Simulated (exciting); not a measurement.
# BAs (Pm-3m) in exciting: single point with LDA

Aim: the single point of BAs with LDA.

All numbers are computed with exciting (release sodium); they aren't measurements. Logs are shortened: lines on timing, memory, paths and dates and some standing lists are left out, and cuts for length are marked.

## 1. Starting point

The structure is cubic, space group Pm-3m (No. 221). Conventional cell: a = 2.957 Å, b = 2.957 Å, c = 2.957 Å, α = 90.00°, β = 90.00°, γ = 90.00°. B (site symmetry m-3m) is surrounded by 8 As at 2.56 Å. Around As (site symmetry m-3m) lie 8 B at 2.56 Å.

The cell was built by a generator and needn't be a form met in nature.

## 2. Single point, LDA

input.xml reads:

```xml
<input>
  <title>BAs</title>
  <structure speciespath="./" tshift="false">
    <crystal scale="1">
      <basevect>5.587939671389 0.000000000000 0.000000000000</basevect>
      <basevect>0.000000000000 5.587939671389 0.000000000000</basevect>
      <basevect>0.000000000000 0.000000000000 5.587939671389</basevect>
    </crystal>
    <species speciesfile="B.xml" rmt="1.45">
      <atom coord="0.500000000000 0.500000000000 0.500000000000"/>
    </species>
    <species speciesfile="As.xml" rmt="2">
      <atom coord="0.000000000000 0.000000000000 0.000000000000"/>
    </species>
  </structure>
  <groundstate do="fromscratch" ngridk="6 6 6" rgkmax="6" gmaxvr="14" lmaxapw="10" lmaxmat="10" lmaxvr="8" xctype="LDA_PW" stype="Gaussian" swidth="0.00183747" nempty="10" ValenceRelativity="iora*" epsengy="1e-05" epspot="1e-05" maxscl="60" tforce="true" outputlevel="high"/>
</input>
```

Potentials or basis: all-electron LAPW+lo, shipped species files, valence relativity iora*.

On the command line:

```bash
$ OMP_NUM_THREADS=1 exciting_smp
```

INFO.OUT:

```text
================================================================================
EXCITING SODIUM started
[... 10 lines left out ...]

 Lattice vectors (cartesian) :
      5.5879396714      0.0000000000      0.0000000000
      0.0000000000      5.5879396714      0.0000000000
      0.0000000000      0.0000000000      5.5879396714

 Reciprocal lattice vectors (cartesian) :
      1.1244189588      0.0000000000      0.0000000000
      0.0000000000      1.1244189588      0.0000000000
      0.0000000000      0.0000000000      1.1244189588

 Unit cell volume                           :     174.4838061157
 Brillouin zone volume                      :       1.4216231235

 Species :    1 (B)
     parameters loaded from                 :    B.xml
     name                                   :    boron
     nuclear charge                         :      -5.00000000
     electronic charge                      :       5.00000000
     atomic mass                            :   19707.24741000
     muffin-tin radius                      :       1.45000000
     # of radial points in muffin-tin       :     250

     atomic positions (lattice) :
       1 :   0.50000000  0.50000000  0.50000000

 Species :    2 (As)
     parameters loaded from                 :    As.xml
     name                                   :    arsenic
     nuclear charge                         :     -33.00000000
     electronic charge                      :      33.00000000
     atomic mass                            :  136573.72190000
     muffin-tin radius                      :       2.00000000
     # of radial points in muffin-tin       :     350

     atomic positions (lattice) :
       1 :   0.00000000  0.00000000  0.00000000

 Total number of atoms per unit cell        :       2

 Spin treatment                             :    spin-unpolarised

 Number of Bravais lattice symmetries       :      48
 Number of crystal symmetries               :      48

 k-point grid                               :       6    6    6
 Total number of k-points                   :      20
 k-point set is reduced with crystal symmetries

 R^MT_min * |G+k|_max (rgkmax)              :       6.00000000
 Species with R^MT_min                      :       1 (B)
 Maximum |G+k| for APW functions            :       4.13793103
 Maximum |G| for potential and density      :      14.00000000
 Polynomial order for pseudochg. density    :       9

 G-vector grid sizes                        :      25    25    25
 Total number of G-vectors                  :    8217

 Maximum angular momentum used for
     APW functions                          :      10
     computing H and O matrix elements      :      10
     potential and density                  :       8
     inner part of muffin-tin               :       2

 Total nuclear charge                       :     -38.00000000
 Total electronic charge                    :      38.00000000
 Total core charge                          :      20.00000000
 Total valence charge                       :      18.00000000

 Effective Wigner radius, r_s               :       1.03108462

 Number of empty states                     :      10
 Total number of valence states             :      20

 Maximum Hamiltonian size                   :     246
 Maximum number of plane-waves              :     228
 Total number of local-orbitals             :      18

 Exchange-correlation type                  :       3
     Perdew-Wang, Phys. Rev. B 45, 13244 (1992)

 Smearing scheme                            :    Gaussian
 Smearing width                             :       0.00183747

 Using multisecant Broyden potential mixing
[... 6 lines left out ...]
* Groundstate module started                                                   *
********************************************************************************
 Output level for this task is set to high

++++++++++++++++++++++++++++++++++++++++++++++++++++++++++++++++++++++++++++++++
[... 5 lines left out ...]
+ SCF iteration number :    1                                                  +
++++++++++++++++++++++++++++++++++++++++++++++++++++++++++++++++++++++++++++++++
 Total energy                               :     -2279.60531218
 _______________________________________________________________
 Fermi energy                               :         0.31814803
 Kinetic energy                             :      2334.23199765
 Coulomb energy                             :     -4529.36774921
 Exchange energy                            :       -81.18025865
 Correlation energy                         :        -3.28930197
 Sum of eigenvalues                         :     -1310.73078482
 Effective potential energy                 :     -3644.96278248
 Coulomb potential energy                   :     -3533.10554666
 xc potential energy                        :      -111.85723582
 Hartree energy                             :       726.50525622
 Electron-nuclear energy                    :     -4986.11605910
 Nuclear-nuclear energy                     :      -269.75694633
 Madelung energy                            :     -2762.81497588
 Core-electron kinetic energy               :         0.00000000

 DOS at Fermi energy (states/Ha/cell)       :        56.72377870

 Electron charges :
     core                                   :        20.00000000
     core leakage                           :         0.00246664
     valence                                :        18.00000000
     interstitial                           :         4.80460450
     charge in muffin-tin spheres :
                  atom     1     B          :         3.04805160
                  atom     2    As          :        30.14734390
     total charge in muffin-tins            :        33.19539550
     total charge                           :        38.00000000
[... 388 lines left out ...]
 Coulomb energy                             :     -4530.22905776
 Exchange energy                            :       -81.23348699
 Correlation energy                         :        -3.29058007
 Sum of eigenvalues                         :     -1311.89917832
 Effective potential energy                 :     -3644.06937135
 Coulomb potential energy                   :     -3532.13983270
 xc potential energy                        :      -111.92953865
 Hartree energy                             :       728.33227873
 Electron-nuclear energy                    :     -4988.80439016
 Nuclear-nuclear energy                     :      -269.75694633
 Madelung energy                            :     -2764.15914141
 Core-electron kinetic energy               :         0.00000000

 DOS at Fermi energy (states/Ha/cell)       :        18.91323389

 Electron charges :
     core                                   :        20.00000000
     core leakage                           :         0.00243255
     valence                                :        18.00000000
     interstitial                           :         4.76618272
     charge in muffin-tin spheres :
                  atom     1     B          :         2.97257894
                  atom     2    As          :        30.26123834
     total charge in muffin-tins            :        33.23381728
     total charge                           :        38.00000000

 RMS change in effective potential (target) :  0.110882E-07  ( 0.100000E-04)
 Absolute change in total energy   (target) :  0.170190E-05  ( 0.100000E-04)
 Charge distance                   (target) :  0.463719E-08  ( 0.100000E-04)
 Abs. change in max-nonIBS-force   (target) :   0.00000      ( 0.500000E-04)

++++++++++++++++++++++++++++++++++++++++++++++++++++++++++++++++++++++++++++++++
| Convergency criteria checked for the last 2 iterations                       +
| Convergence targets achieved. Performing final SCF iteration                 +
++++++++++++++++++++++++++++++++++++++++++++++++++++++++++++++++++++++++++++++++
 Total energy                               :     -2282.58293083
 _______________________________________________________________
 Fermi energy                               :         0.31823643
 Kinetic energy                             :      2332.17019340
 Coulomb energy                             :     -4530.22905721
 Exchange energy                            :       -81.23348695
 Correlation energy                         :        -3.29058006
 Sum of eigenvalues                         :     -1311.89917813
 Effective potential energy                 :     -3644.06937153
 Coulomb potential energy                   :     -3532.13983293
 xc potential energy                        :      -111.92953860
 Hartree energy                             :       728.33227795
 Electron-nuclear energy                    :     -4988.80438882
 Nuclear-nuclear energy                     :      -269.75694633
 Madelung energy                            :     -2764.15914074
 Core-electron kinetic energy               :         0.00000000

 DOS at Fermi energy (states/Ha/cell)       :        18.91318265

 Electron charges :
     core                                   :        20.00000000
     core leakage                           :         0.00243255
     valence                                :        18.00000000
     interstitial                           :         4.76618270
     charge in muffin-tin spheres :
                  atom     1     B          :         2.97257896
                  atom     2    As          :        30.26123834
     total charge in muffin-tins            :        33.23381730
     total charge                           :        38.00000000

++++++++++++++++++++++++++++++++++++++++++++++++++++++++++++++++++++++++++++++++
+ Self-consistent loop stopped                                                 +
++++++++++++++++++++++++++++++++++++++++++++++++++++++++++++++++++++++++++++++++
 STATE.OUT is written

--------------------------------------------------------------------------------
- Writing atomic positions and forces                                          -
--------------------------------------------------------------------------------

 Atomic positions (lattice) :
 atom     1   B  :     0.50000000    0.50000000    0.50000000
 atom     2  As  :     0.00000000    0.00000000    0.00000000

 Total atomic forces including IBS (cartesian) :
 atom     1   B  :     0.00000000    0.00000000   -0.00000000
 atom     2  As  :     0.00000000    0.00000000    0.00000000

 Atomic force components including IBS (cartesian) :
 atom     1   B  :    -0.00000000    0.00000000    0.00000000   HF force
                 :    -0.00000000    0.00000000   -0.00000000   core correction
                 :    -0.00000000    0.00000000    0.00000000   IBS correction
 atom     2  As  :     0.00000000    0.00000000   -0.00000000   HF force
                 :     0.00000000    0.00000000    0.00000000   core correction
                 :     0.00000000    0.00000000   -0.00000000   IBS correction

********************************************************************************
* Groundstate module stopped                                                   *
********************************************************************************

================================================================================
| EXCITING SODIUM stopped                                                      =
================================================================================
```

It took 27 s on 1 thread of Arm Neoverse V1, shared host; peak memory 0.12 GiB.

Results:

```yaml
Free_energy: -62112.2466 eV
Band_gap_on_the_k_mesh: none (metal or under the smearing width)
All_electrons_inside_the_program's_atomic_spheres: B 2.97; As 30.26 (radii B 1.45, As 2.0 bohr)
```

Caveat: rgkmax is low for these elements, so energy differences scatter by about 1 meV per atom.
